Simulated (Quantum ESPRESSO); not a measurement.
# 2H-MoTe2, 1 layer: a series in biaxial strain, part 6 of 7

Wanted: a table for 2H-MoTe2, 1 layer against biaxial strain, and what can be fitted to it.

Quantum ESPRESSO 7.5; plane-wave DFT, PBE, GBRV ultrasoft pseudopotentials.

So far. Step 8 (Bands along a path, -4 %): Along this path the valence top lies at K and the conduction bottom between K and Γ. Step 9 (Relaxation with pw.x, -3 %): The relaxation lowers the energy by 8 meV an atom.

## Step 12: Relaxation with pw.x, 3 %

Level of this step: plane-wave DFT, PBE, GBRV ultrasoft pseudopotentials (Quantum ESPRESSO 7.5).

The input, m7.relax.in:

```
&control
  prefix = 'm7.relax'
  outdir = './out'
  pseudo_dir = './pseudo'
  nstep = 40
  forc_conv_thr = 0.0003
  calculation = 'relax'
  tstress = .true.
/
&system
  ibrav = 0
  nat = 3
  ntyp = 2
  ecutwfc = 50
  ecutrho = 250
  occupations = 'smearing'
  smearing = 'fd'
  degauss = 0.002
/
&electrons
  conv_thr = 1e-09
  mixing_beta = 0.4
  electron_maxstep = 120
  mixing_mode = 'plain'
/
&ions
/
ATOMIC_SPECIES
  Te  127.6000  te_pbe_v1.uspp.F.UPF
  Mo  95.9500  mo_pbe_v1.uspp.F.UPF
CELL_PARAMETERS angstrom
  3.67340590809000 0.00000000000000 0.00000000000000
  -1.83670295353000 3.18126283482000 0.00000000000000
  0.00000000000000 0.00000000000000 18.77410263100000
ATOMIC_POSITIONS crystal
  Te  0.333333333300 0.666666666700 0.403499750100
  Mo  0.000000000000 0.000000000000 0.500000000000
  Te  0.333333333300 0.666666666700 0.596500249900
K_POINTS automatic
  12 12 1 0 0 0
```

Command:

```
> OMP_NUM_THREADS=1 mpirun -n 4 pw.x -nk 4 -in m7.relax.in > m7.relax.out
```

Output:

```text
[banner, memory and clock lines left out]
Program PWSCF v.7.5 starts
[...]
Message from routine setup:
[...]
number of electrons       =        26.00
     number of Kohn-Sham states=           17
     kinetic-energy cutoff     =      50.0000  Ry
     charge density cutoff     =     250.0000  Ry
[...]
number of k points=    19  Fermi-Dirac smearing, width (Ry)=  0.0020
[...]
Dense  grid:    98897 G-vectors     FFT dimensions: (  36,  36, 180)
[...]
negative rho (up, down):  2.285E-03 0.000E+00
     Starting wfcs are   21 randomized atomic wfcs
[...]
negative rho (up, down):  2.353E-03 0.000E+00
[...]
estimated scf accuracy    <       0.44351418 Ry
[...]
negative rho (up, down):  2.185E-03 0.000E+00
[...]
estimated scf accuracy    <       1.90050360 Ry
[...]
negative rho (up, down):  2.217E-03 0.000E+00
[...]
estimated scf accuracy    <       0.02001622 Ry
[...]
negative rho (up, down):  2.256E-03 0.000E+00
[...]
estimated scf accuracy    <       0.01832090 Ry
[...]
negative rho (up, down):  2.268E-03 0.000E+00
[...]
estimated scf accuracy    <       0.01078328 Ry
[...]
negative rho (up, down):  2.273E-03 0.000E+00
[...]
estimated scf accuracy    <       0.00003751 Ry
[...]
negative rho (up, down):  2.279E-03 0.000E+00
[...]
estimated scf accuracy    <       0.00001109 Ry
[...]
negative rho (up, down):  2.280E-03 0.000E+00
[...]
estimated scf accuracy    <       0.00000985 Ry
[...]
negative rho (up, down):  2.281E-03 0.000E+00
[...]
estimated scf accuracy    <       0.00000063 Ry
[...]
negative rho (up, down):  2.281E-03 0.000E+00
[...]
estimated scf accuracy    <       0.00000009 Ry
[...]
negative rho (up, down):  2.281E-03 0.000E+00
[...]
estimated scf accuracy    <          1.2E-09 Ry
[...]
negative rho (up, down):  2.281E-03 0.000E+00
[...]
estimated scf accuracy    <       0.00000001 Ry
[...]
negative rho (up, down):  2.282E-03 0.000E+00
[...]
the Fermi energy is     0.5950 ev
!    total energy              =    -192.38363868 Ry
     estimated scf accuracy    <          8.9E-11 Ry
     smearing contrib. (-TS)   =      -0.00000000 Ry
     internal energy E=F+TS    =    -192.38363868 Ry
[...]
one-electron contribution =    -728.91272732 Ry
     hartree contribution      =     365.63288995 Ry
     xc contribution           =     -48.14414557 Ry
     ewald contribution        =     219.04034425 Ry
     convergence has been achieved in  13 iterations
     negative rho (up, down):  2.282E-03 0.000E+00
[...]
Total force =     0.026471     Total SCF correction =     0.000021
[...]
negative rho (up, down):  2.282E-03 0.000E+00
[...]
negative rho (up, down):  2.291E-03 0.000E+00
[...]
negative rho (up, down):  2.289E-03 0.000E+00
[...]
estimated scf accuracy    <       0.00004304 Ry
[...]
negative rho (up, down):  2.287E-03 0.000E+00
[...]
estimated scf accuracy    <       0.00013433 Ry
[...]
negative rho (up, down):  2.287E-03 0.000E+00
[...]
estimated scf accuracy    <       0.00000494 Ry
[...]
negative rho (up, down):  2.286E-03 0.000E+00
[...]
estimated scf accuracy    <       0.00000072 Ry
[...]
negative rho (up, down):  2.286E-03 0.000E+00
[...]
estimated scf accuracy    <       0.00000009 Ry
[...]
negative rho (up, down):  2.286E-03 0.000E+00
[...]
estimated scf accuracy    <       0.00000003 Ry
[...]
negative rho (up, down):  2.286E-03 0.000E+00
[...]
estimated scf accuracy    <          2.6E-09 Ry
[...]
negative rho (up, down):  2.286E-03 0.000E+00
[...]
the Fermi energy is     0.5748 ev
!    total energy              =    -192.38425324 Ry
     estimated scf accuracy    <          3.6E-11 Ry
     smearing contrib. (-TS)   =      -0.00000000 Ry
     internal energy E=F+TS    =    -192.38425324 Ry
[...]
one-electron contribution =    -730.76903470 Ry
     hartree contribution      =     366.55543940 Ry
     xc contribution           =     -48.15625984 Ry
     ewald contribution        =     219.98560190 Ry
     convergence has been achieved in   8 iterations
     negative rho (up, down):  2.286E-03 0.000E+00
[...]
Total force =     0.019937     Total SCF correction =     0.000001
[...]
negative rho (up, down):  2.286E-03 0.000E+00
[...]
negative rho (up, down):  2.297E-03 0.000E+00
[...]
negative rho (up, down):  2.295E-03 0.000E+00
[...]
estimated scf accuracy    <       0.00005461 Ry
[...]
negative rho (up, down):  2.293E-03 0.000E+00
[...]
estimated scf accuracy    <       0.00018344 Ry
[...]
negative rho (up, down):  2.292E-03 0.000E+00
[...]
estimated scf accuracy    <       0.00000418 Ry
[...]
negative rho (up, down):  2.291E-03 0.000E+00
[...]
estimated scf accuracy    <       0.00000081 Ry
[...]
negative rho (up, down):  2.291E-03 0.000E+00
[...]
estimated scf accuracy    <       0.00000007 Ry
[...]
negative rho (up, down):  2.292E-03 0.000E+00
[...]
estimated scf accuracy    <       0.00000003 Ry
[...]
negative rho (up, down):  2.292E-03 0.000E+00
[...]
estimated scf accuracy    <          1.7E-09 Ry
[...]
negative rho (up, down):  2.292E-03 0.000E+00
[...]
estimated scf accuracy    <          2.8E-10 Ry
[...]
negative rho (up, down):  2.292E-03 0.000E+00
[...]
the Fermi energy is     0.5518 ev
!    total energy              =    -192.38472638 Ry
     estimated scf accuracy    <          7.8E-12 Ry
     smearing contrib. (-TS)   =      -0.00000000 Ry
     internal energy E=F+TS    =    -192.38472638 Ry
[...]
one-electron contribution =    -732.81118771 Ry
     hartree contribution      =     367.57007387 Ry
     xc contribution           =     -48.16974823 Ry
     ewald contribution        =     221.02613569 Ry
     convergence has been achieved in   9 iterations
     negative rho (up, down):  2.292E-03 0.000E+00
[...]
Total force =     0.012526     Total SCF correction =     0.000002
[...]
negative rho (up, down):  2.292E-03 0.000E+00
[...]
negative rho (up, down):  2.307E-03 0.000E+00
[...]
negative rho (up, down):  2.304E-03 0.000E+00
[...]
estimated scf accuracy    <       0.00011894 Ry
[...]
negative rho (up, down):  2.301E-03 0.000E+00
[...]
estimated scf accuracy    <       0.00036585 Ry
[...]
negative rho (up, down):  2.300E-03 0.000E+00
[...]
estimated scf accuracy    <       0.00001004 Ry
[...]
negative rho (up, down):  2.299E-03 0.000E+00
[...]
estimated scf accuracy    <       0.00000182 Ry
[...]
negative rho (up, down):  2.299E-03 0.000E+00
[...]
estimated scf accuracy    <       0.00000017 Ry
[...]
negative rho (up, down):  2.299E-03 0.000E+00
[...]
estimated scf accuracy    <       0.00000009 Ry
[...]
negative rho (up, down):  2.299E-03 0.000E+00
[...]
estimated scf accuracy    <          4.8E-09 Ry
[...]
negative rho (up, down):  2.300E-03 0.000E+00
[...]
estimated scf accuracy    <          3.0E-10 Ry
[...]
negative rho (up, down):  2.300E-03 0.000E+00
[...]
the Fermi energy is     0.5152 ev
!    total energy              =    -192.38502336 Ry
     estimated scf accuracy    <          3.4E-11 Ry
     smearing contrib. (-TS)   =      -0.00000000 Ry
     internal energy E=F+TS    =    -192.38502336 Ry
[...]
one-electron contribution =    -735.87491077 Ry
     hartree contribution      =     369.09181392 Ry
     xc contribution           =     -48.19028417 Ry
     ewald contribution        =     222.58835767 Ry
     convergence has been achieved in   9 iterations
     negative rho (up, down):  2.300E-03 0.000E+00
[...]
Total force =     0.000984     Total SCF correction =     0.000009
[...]
negative rho (up, down):  2.300E-03 0.000E+00
[...]
negative rho (up, down):  2.301E-03 0.000E+00
[...]
negative rho (up, down):  2.301E-03 0.000E+00
[...]
estimated scf accuracy    <       0.00000088 Ry
[...]
negative rho (up, down):  2.300E-03 0.000E+00
[...]
estimated scf accuracy    <       0.00000295 Ry
[...]
negative rho (up, down):  2.300E-03 0.000E+00
[...]
estimated scf accuracy    <       0.00000006 Ry
[...]
negative rho (up, down):  2.300E-03 0.000E+00
[...]
estimated scf accuracy    <       0.00000001 Ry
[...]
negative rho (up, down):  2.300E-03 0.000E+00
[...]
estimated scf accuracy    <          6.0E-10 Ry
[...]
negative rho (up, down):  2.300E-03 0.000E+00
[...]
estimated scf accuracy    <          3.1E-10 Ry
[...]
negative rho (up, down):  2.300E-03 0.000E+00
[...]
the Fermi energy is     0.5121 ev
!    total energy              =    -192.38502514 Ry
     estimated scf accuracy    <          9.6E-12 Ry
     smearing contrib. (-TS)   =      -0.00000000 Ry
     internal energy E=F+TS    =    -192.38502514 Ry
[...]
one-electron contribution =    -736.13607834 Ry
     hartree contribution      =     369.22152797 Ry
     xc contribution           =     -48.19204937 Ry
     ewald contribution        =     222.72157460 Ry
     convergence has been achieved in   7 iterations
     negative rho (up, down):  2.300E-03 0.000E+00
[...]
Total force =     0.000025     Total SCF correction =     0.000003
[...]
negative rho (up, down):  2.300E-03 0.000E+00
[...]
```

It took 77 s on 4 MPI ranks of Arm Neoverse V1, shared host; peak memory 0.69 GiB; 5.1 min of CPU time.

Step by step:

```tsv
step	energy less that of the first step (eV)	largest force (eV/Å)
1	0.0000	0.4812
2	-0.0084	0.3625
3	-0.0148	0.2277
4	-0.0188	0.0179
5	-0.0189	0.0005
```

The atoms that moved most (Å):

```tsv
atom	dx	dy	dz	length
Te1	0.000	0.000	0.039	0.039
Te3	0.000	0.000	-0.039	0.039
```

Final coordinates:

```xyz
3
Lattice="3.6734 0.0000 0.0000 -1.8367 3.1813 0.0000 0.0000 0.0000 18.7741" Properties=species:S:1:pos:R:3
Te    0.0000    2.1208    7.6139
Mo    0.0000    0.0000    9.3871
Te    0.0000    2.1208   11.1602
```

The relaxation lowers the energy by 6 meV an atom.

This step gave:

```
free energy  : -2617.5316 eV
Fermi energy : 0.5121 eV
```

## Step 13: Ground state, 3 %

The input, m7.scf.in:

```
&control
  prefix = 'm7.scf'
  outdir = './out'
  pseudo_dir = './pseudo'
  calculation = 'scf'
  tprnfor = .true.
/
&system
  ibrav = 0
  nat = 3
  ntyp = 2
  ecutwfc = 40
  ecutrho = 200
  occupations = 'smearing'
  smearing = 'fd'
  degauss = 0.002
  nbnd = 17
/
&electrons
  conv_thr = 1e-09
  mixing_beta = 0.4
  electron_maxstep = 120
  mixing_mode = 'plain'
/
ATOMIC_SPECIES
  Te  127.6000  te_pbe_v1.uspp.F.UPF
  Mo  95.9500  mo_pbe_v1.uspp.F.UPF
CELL_PARAMETERS angstrom
  3.67340590809000 0.00000000000000 0.00000000000000
  -1.83670295353000 3.18126283482000 0.00000000000000
  0.00000000000000 0.00000000000000 18.77410263100000
ATOMIC_POSITIONS crystal
  Te  0.333333333300 0.666666666700 0.405552369900
  Mo  0.000000000000 0.000000000000 0.500000000000
  Te  0.333333333300 0.666666666700 0.594447630100
K_POINTS automatic
  12 12 1 0 0 0
```

Command:

```
> OMP_NUM_THREADS=1 mpirun -n 4 pw.x -nk 4 -in m7.scf.in > m7.scf.out
```

Output:

```text
[banner, memory and clock lines left out]
Program PWSCF v.7.5 starts
[...]
Message from routine setup:
[...]
number of electrons       =        26.00
     number of Kohn-Sham states=           17
     kinetic-energy cutoff     =      40.0000  Ry
     charge density cutoff     =     200.0000  Ry
[...]
number of k points=    19  Fermi-Dirac smearing, width (Ry)=  0.0020
[...]
Dense  grid:    70731 G-vectors     FFT dimensions: (  32,  32, 160)
[...]
negative rho (up, down):  2.445E-03 0.000E+00
     Starting wfcs are   21 randomized atomic wfcs
[...]
negative rho (up, down):  2.505E-03 0.000E+00
[...]
estimated scf accuracy    <       0.42983112 Ry
[...]
negative rho (up, down):  2.373E-03 0.000E+00
[...]
estimated scf accuracy    <       1.66726288 Ry
[...]
negative rho (up, down):  2.380E-03 0.000E+00
[...]
estimated scf accuracy    <       0.01923502 Ry
[...]
negative rho (up, down):  2.406E-03 0.000E+00
[...]
estimated scf accuracy    <       0.02408775 Ry
[...]
negative rho (up, down):  2.419E-03 0.000E+00
[...]
estimated scf accuracy    <       0.01073524 Ry
[...]
negative rho (up, down):  2.425E-03 0.000E+00
[...]
estimated scf accuracy    <       0.00003231 Ry
[...]
negative rho (up, down):  2.429E-03 0.000E+00
[...]
estimated scf accuracy    <       0.00004140 Ry
[...]
negative rho (up, down):  2.430E-03 0.000E+00
[...]
estimated scf accuracy    <       0.00001003 Ry
[...]
negative rho (up, down):  2.431E-03 0.000E+00
[...]
estimated scf accuracy    <       0.00000810 Ry
[...]
negative rho (up, down):  2.431E-03 0.000E+00
[...]
estimated scf accuracy    <       0.00000010 Ry
[...]
negative rho (up, down):  2.431E-03 0.000E+00
[...]
estimated scf accuracy    <       0.00000014 Ry
[...]
negative rho (up, down):  2.431E-03 0.000E+00
[...]
estimated scf accuracy    <       0.00000001 Ry
[...]
negative rho (up, down):  2.431E-03 0.000E+00
[...]
the Fermi energy is     0.5130 ev
!    total energy              =    -192.38408669 Ry
     estimated scf accuracy    <          6.7E-10 Ry
     smearing contrib. (-TS)   =      -0.00000000 Ry
     internal energy E=F+TS    =    -192.38408669 Ry
[...]
one-electron contribution =    -736.13654462 Ry
     hartree contribution      =     369.22311111 Ry
     xc contribution           =     -48.19222780 Ry
     ewald contribution        =     222.72157461 Ry
     convergence has been achieved in  13 iterations
     negative rho (up, down):  2.431E-03 0.000E+00
[...]
Total force =     0.000043     Total SCF correction =     0.000059
[...]
```

Wall time 15 s (4 MPI ranks); peak memory 0.45 GiB.

Read from the output:

```
free energy                          : -2617.5188 eV
Fermi energy                         : 0.513 eV
valence top, on the run's zero       : 0.09147 eV
conduction bottom, on the run's zero : 0.9334 eV
gap by band count                    : 0.8419 eV
```

## Step 14: SCF with pw.x, 3 %

Level of this step: plane-wave DFT, PBE, PseudoDojo fully relativistic norm-conserving pseudopotentials (Quantum ESPRESSO 7.5).

m7.soc.in is the input of step 13 with these lines changed:

```diff
@@ -1,3 +1,3 @@
 &control
-  prefix = 'm7.scf'
+  prefix = 'm7.soc'
   outdir = './out'
@@ -11,4 +11,4 @@
   ntyp = 2
-  ecutwfc = 40
-  ecutrho = 200
+  ecutwfc = 72
+  ecutrho = 288
   occupations = 'smearing'
@@ -16,6 +16,8 @@
   degauss = 0.002
-  nbnd = 17
+  noncolin = .true.
+  lspinorb = .true.
+  nbnd = 52
 /
 &electrons
-  conv_thr = 1e-09
+  conv_thr = 1e-07
   mixing_beta = 0.4
@@ -25,4 +27,4 @@
 ATOMIC_SPECIES
-  Te  127.6000  te_pbe_v1.uspp.F.UPF
-  Mo  95.9500  mo_pbe_v1.uspp.F.UPF
+  Te  127.6000  Te.dojo-fr-pbe-0.4-standard.upf
+  Mo  95.9500  Mo.dojo-fr-pbe-0.4-standard.upf
 CELL_PARAMETERS angstrom
@@ -36,2 +38,2 @@
 K_POINTS automatic
-  12 12 1 0 0 0
+  6 6 1 0 0 0
```

Command:

```
> OMP_NUM_THREADS=1 mpirun -n 4 pw.x -nk 2 -in m7.soc.in > m7.soc.out
```

Output:

```text
[banner, memory and clock lines left out]
Program PWSCF v.7.5 starts
[...]
Message from routine setup:
[...]
number of electrons       =        46.00
     number of Kohn-Sham states=           52
     kinetic-energy cutoff     =      72.0000  Ry
     charge density cutoff     =     288.0000  Ry
[...]
number of k points=     7  Fermi-Dirac smearing, width (Ry)=  0.0020
[...]
Dense  grid:   122273 G-vectors     FFT dimensions: (  40,  40, 192)
[...]
negative rho (up, down):  7.300E-05 0.000E+00
     Starting wfcs are   56 randomized atomic wfcs
[...]
negative rho (up, down):  3.681E-05 0.000E+00
[...]
estimated scf accuracy    <       0.22001599 Ry
[...]
negative rho (up, down):  3.038E-05 0.000E+00
[...]
estimated scf accuracy    <       0.53380637 Ry
[...]
negative rho (up, down):  1.316E-05 0.000E+00
[...]
estimated scf accuracy    <       0.02049316 Ry
[...]
negative rho (up, down):  1.791E-06 0.000E+00
[...]
estimated scf accuracy    <       0.00296054 Ry
[...]
negative rho (up, down):  3.033E-07 0.000E+00
[...]
estimated scf accuracy    <       0.00038729 Ry
[...]
estimated scf accuracy    <       0.00010397 Ry
[...]
estimated scf accuracy    <       0.00000067 Ry
[...]
estimated scf accuracy    <       0.00000577 Ry
[...]
the Fermi energy is     1.4679 ev
!    total energy              =    -559.83792561 Ry
     estimated scf accuracy    <       0.00000004 Ry
     smearing contrib. (-TS)   =      -0.00000001 Ry
     internal energy E=F+TS    =    -559.83792560 Ry
[...]
one-electron contribution =   -2113.91694030 Ry
     hartree contribution      =    1057.81929233 Ry
     xc contribution           =    -119.02304920 Ry
     ewald contribution        =     615.28277157 Ry
     convergence has been achieved in   9 iterations
[...]
Total force =     0.000504     Total SCF correction =     0.001620
[...]
```

Elapsed: 65 s, on 4 MPI ranks; peak memory 0.97 GiB; 4.3 min of CPU time.

This step gave:

```
free energy                          : -7616.9830 eV
Fermi energy                         : 1.468 eV
valence top, on the run's zero       : 1.114 eV
conduction bottom, on the run's zero : 1.830 eV
gap by band count                    : 0.7158 eV
```

(Continued in part 7 of 7.)

[Logs are printed without paths, hosts, clocks, repeated set-up lines and the standing remarks that a program may print on its own settings, such as how far it seeks lower states.]

[Hosts, paths, dates, database ids (printed as entryN), source tags and the programs' standing remarks are cut or masked in the printed files.]

[Maps of the electrostatic potential energy from Ansatz leave out the sawtooth potential of an applied field or a dipole correction, so their vacuum need not be flat; planar profiles and work functions include it.]
